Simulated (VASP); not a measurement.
Runs of VASP 6.6.1 on Sb. Symmetry: Fm-3m, No. 225, cubic system. Conventional cell: a = 4.950 Å, b = 4.950 Å, c = 4.950 Å, α = 90.00°, β = 90.00°, γ = 90.00°. Sb (site symmetry m-3m) is surrounded by 12 Sb at 3.50 Å. This isn't the form of Sb at room conditions, which is rhombohedral.

```tsv
cell	k mesh	gap on the mesh (eV)	pressure (GPa)
Fm-3m, 30.33 Å³/atom	13 × 13 × 13	none	-3.5
Fm-3m, 24.71 Å³/atom	13 × 13 × 13	none	(a)
Fm-3m, 28.08 Å³/atom	18 × 18 × 18	none	-0.1
Fm-3m, 26.96 Å³/atom	13 × 13 × 13	none	2.3
```

Alike in all rows: task single point; level RPBE; potentials or basis VASP PAW PBE potentials, release 64 (Sb); no spin polarisation; cutoff (eV) 520; smearing fermi-dirac 0.1 eV.

Problem. Estimate the missing entries.

Solution. (a) 9.1.

Caveats: the PAW data sets were made with another functional, which shifts forces and pressure a little.

A k mesh can miss the band edges, and the runs leave out spin-orbit coupling on Sb.

A gap of «none» marks a metal or a gap under the smearing width.
